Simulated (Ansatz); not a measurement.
# Ta: a line through an energy map

One table from this session's results is given with a row withheld; the runs are named, their logs left out.

Computed with Ansatz 0.2.0 (DFT PBE, scalar-relativistic, plane waves, PAW, unless a step's input says otherwise).

55 further runs of the same task are left out: 55 set aside as unsound or not needed.

## The starting structure

Symmetry: Im-3m, No. 229, cubic system. The conventional cell has a = 3.319 Å, b = 3.319 Å, c = 3.319 Å, α = 90.00°, β = 90.00°, γ = 90.00°. Around Ta (site symmetry m-3m) lie 8 Ta at 2.87 Å.

Coordinates:

```xyz
1
Lattice="-1.6595 1.6595 1.6595 1.6595 -1.6595 1.6595 1.6595 1.6595 -1.6595" Properties=species:S:1:pos:R:3 pbc="T T T"
Ta    0.0000    0.0000    0.0000
```

This cell was relaxed beforehand with the same method: volume 18.28 Å³/atom, gap on the mesh none (metal).

## The scan

The energy is mapped over volume and the cell's shape.

First coordinate, volume per atom: 9 values from 16.818 to 19.743 Å³. Second coordinate, c/a of the conventional cell: 11 values from 0.887 to 1.613.

Nothing else is relaxed (symmetry fixes all fractional coordinates). Energies count from the relaxed crystal. Points are written as (first, second).

Set-up of the first run:

Input file input.yaml:

```yaml
crystal:
  lattice:
    - [-1.6796338756, 1.6796338756, 1.4903391378]
    - [1.6796338756, -1.6796338756, 1.4903391378]
    - [1.6796338756, 1.6796338756, -1.4903391378]
  atoms:
    - { symbol: Ta, position: [0.0, 0.0, 0.0] }
basis:
  ecutwfc: 420
kpoints:
  mp_grid: { grid: [20, 20, 20] }
hamiltonian:
  xc: pbe
  pseudopotentials: { kind: paw, azcp: { folder: soft_1 } }
scf:
  occupations: { method: gaussian, width: 0.15 }
output:
  forces: true
  stress: true
  eigenvalues: true
```

Command:

```console
$ ansatz run input.yaml --threads 1 --pin off --max-ram 2048MiB --backend cpu --events-out ev --progress --plain --runs-dir out
```

Among the steps run: Point (16.818 Å³, 0.887); Point (17.183 Å³, 0.887); Grid point (17.915 Å³, 0.887); Grid point (18.280 Å³, 0.887); Grid point (19.011 Å³, 0.887); Grid point (19.377 Å³, 0.887); The run at (19.743 Å³, 0.887).

One table of the session follows, with a row left open; its other results are not shown here.

| volume per atom (Å³) | energy (meV/atom) | slope (meV/atom per Å³) | pressure (GPa) |
| --- | --- | --- | --- |
| 16.818 | 140 | −127 | 20.4 |
| 17.183 | 100 | −94 | 15.0 |
| 17.549 | 72 | −63 | 10.0 |
| 17.915 | 54 | −34 | 5.5 |
| 18.280 | 46 | −9 | 1.4 |
| 18.646 | ? | ? | ? |
| 19.011 | 57 | 36 | −5.8 |
| 19.377 | 73 | 56 | −8.9 |
| 19.743 | 97 | 74 | −11.8 |

**Question.** Estimate the row for volume per atom (Å³) = 18.646.

Worked estimate for «energy (meV/atom)». A straight line through the neighbours (18.280, 46) and (19.011, 57) gives 46 + (57 − 46) × (18.646 − 18.280) / (19.011 − 18.280) = 52; a parabola fitted to 4 rows on both sides gives 48.

As computed: energy (meV/atom): 47; slope (meV/atom per Å³): 15; pressure (GPa): −2.4. In «energy (meV/atom)» the line misses by +5 and the parabola by +1.

Energies count from the relaxed crystal. Rows without a step come from runs not printed here or follow by symmetry.

In words: Along the line the energy is lowest at 18.280 Å³, 46 meV/atom from the zero. V·d²E/dV² there is about 190 GPa, a bulk modulus under this line's constraint. The highest point computed, at 16.818 Å³, lies 94 meV/atom above the lowest.
